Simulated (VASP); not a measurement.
# Si: molecular dynamics with a thermostat

Si, Im-3m (no. 229), 12 atoms in the cell. PBE, molecular dynamics; PAW potentials Si (PBE set).

Ensemble: Nose-Hoover; Target temperature (K): 1000.

## Input

INCAR:
```
ALGO = Fast
EDIFF = 1E-6
ENCUT = 250
GGA = PE
IBRION = 0
ISIF = 2
ISMEAR = -1
ISYM = 0
KPAR = 2
LASPH = T
LCHARG = F
LREAL = Auto
LWAVE = F
MDALGO = 2
NELM = 60
NELMIN = 4
NSW = 60
POTIM = 2.0
PREC = Normal
RANDOM_SEED = 798945 0 0
SIGMA = 0.05
SMASS = 0
TEBEG = 1000
```

KPOINTS:
```
k-points
0
Monkhorst-Pack
  2 2 2
```

POSCAR:
```
Si
1.0
    6.6721663800      0.0000000000      0.0000000000
    0.0000000000      6.6721663800      0.0000000000
    0.0000000000      0.0000000000      6.6721663800
Si
12
Direct
    0.2500000000      0.0000000000      0.5000000000
    0.5000000000      0.0000000000      0.2500000000
    0.5000000000      0.2500000000      0.0000000000
    0.2500000000      0.5000000000      0.0000000000
    0.0000000000      0.2500000000      0.5000000000
    0.0000000000      0.5000000000      0.2500000000
    0.7500000000      0.5000000000      0.0000000000
    0.0000000000      0.5000000000      0.7500000000
    0.0000000000      0.7500000000      0.5000000000
    0.7500000000      0.0000000000      0.5000000000
    0.5000000000      0.7500000000      0.0000000000
    0.5000000000      0.0000000000      0.7500000000
```

Commands:
```
cat potpaw_PBE.64/Si/POTCAR > POTCAR
mpirun -np 2 vasp_std > vasp.out
```

## Result

- Mean temperature (K): 1059
- Rise of the mean potential energy above the start (meV/atom): 177.3
- Electronic steps per ionic step after the first: 5.3

Course of the run:

| Time (fs) | Temperature (K) | Potential energy less the first (meV/atom) |
|---|---|---|
| 2 | 1000 | 0.0 |
| 12 | 583 | 51.8 |
| 20 | 365 | 86.5 |
| 30 | 933 | 58.0 |
| 38 | 1213 | 89.3 |
| 48 | 872 | 195.4 |
| 56 | 1047 | 222.0 |
| 66 | 1634 | 229.6 |
| 74 | 1582 | 262.6 |
| 84 | 1245 | 277.7 |
| 92 | 735 | 311.7 |
| 102 | 930 | 273.2 |
| 110 | 1386 | 203.5 |
| 120 | 1330 | 154.2 |

REPORT:
```
MDALGO =   2
               SCALING =       0
                 CNEXP =     9.000   14.000
           RANDOM_SEED =            798945                0                0

   original number of atomic DOF:         33
   number of independent constraints:      0
   number of active DOF:                  33

========================================
         MD step No.       1
========================================

  Atomic velocities initialized by STEP_tb

  >Energies
                    E_tot             E_pot             E_kin               EPS                ES
   e_b>   -0.61272615E+02   -0.62694483E+02    0.14218680E+01    0.00000000E+00    0.00000000E+00

  >Temperature
               T_sim     T_inst
   tmprt>   1000.000   1000.000

  >Thermostat:
           s(n+1) sdot(n+1)      s(n)   sdot(n)        Qs
   s_b>  -0.00000  -0.00000   0.00000   0.00000   0.19983

           RANDOM_SEED =            798945               72                0

[... steps left out ...]

========================================
         MD step No.      60
========================================

  >Energies
                    E_tot             E_pot             E_kin               EPS                ES
   e_b>   -0.61273141E+02   -0.60843744E+02    0.18906551E+01    0.24585394E+00   -0.25659068E+01

  >Temperature
               T_sim     T_inst
   tmprt>   1000.000   1329.697

  >Thermostat:
           s(n+1) sdot(n+1)      s(n)   sdot(n)        Qs
   s_b>  -0.85426   0.04989  -0.90230   0.04619   0.19983

           RANDOM_SEED =            798945               72                0
```

OSZICAR:
```
N       E                     dE             d eps       ncg     rms          rms(c)
DAV:   1     0.926719174031E+02    0.92672E+02   -0.11916E+04   248   0.703E+02
DAV:   2    -0.563674429934E+02   -0.14904E+03   -0.13977E+03   323   0.145E+02
DAV:   3    -0.643165427668E+02   -0.79491E+01   -0.78252E+01   312   0.340E+01
DAV:   4    -0.645140550481E+02   -0.19751E+00   -0.19729E+00   323   0.651E+00
DAV:   5    -0.645192195044E+02   -0.51645E-02   -0.51634E-02   320   0.873E-01    0.128E+01
RMM:   6    -0.632568689743E+02    0.12624E+01   -0.77448E-01   248   0.297E+00    0.774E+00
RMM:   7    -0.626339624895E+02    0.62291E+00   -0.21938E+00   260   0.503E+00    0.674E-01
RMM:   8    -0.626928679960E+02   -0.58906E-01   -0.24152E-01   248   0.198E+00    0.435E-01
RMM:   9    -0.626911602250E+02    0.17078E-02   -0.70273E-02   272   0.995E-01    0.262E-01
RMM:  10    -0.626926096594E+02   -0.14494E-02   -0.14535E-02   296   0.494E-01    0.366E-01
RMM:  11    -0.626938737940E+02   -0.12641E-02   -0.26092E-03   262   0.210E-01    0.324E-01
RMM:  12    -0.626945641526E+02   -0.69036E-03   -0.14810E-03   265   0.152E-01    0.284E-01
[... left out ...]
     59 T=  1391. E= -.61274133E+02 F= -.60761686E+02 E0= -.60761686E+02  EK= 0.19785E+01 SP= -.27E+01 SK= 0.20E+00
[... last step whole ...]
       N       E                     dE             d eps       ncg     rms          rms(c)
DAV:   1    -0.608436792289E+02   -0.81993E-01   -0.11078E-04   482   0.172E+00    0.360E-02
RMM:   2    -0.608437379775E+02   -0.58749E-04   -0.61685E-04   248   0.121E-01    0.910E-03
RMM:   3    -0.608437427064E+02   -0.47289E-05   -0.58397E-05   260   0.407E-02    0.975E-03
RMM:   4    -0.608437437666E+02   -0.10602E-05   -0.15947E-05   263   0.181E-02    0.817E-03
RMM:   5    -0.608437436946E+02    0.71949E-07   -0.24575E-06   167   0.744E-03
     60 T=  1330. E= -.61273141E+02 F= -.60843744E+02 E0= -.60843743E+02  EK= 0.18907E+01 SP= -.26E+01 SK= 0.25E+00
```

Limits: 120 fs of 12 atoms are too short for converged averages.

VASP 6.6.1 took 173 s on 2 cores (Intel Xeon Platinum 8375C @ 2.90GHz (Ice Lake)), a shared host.
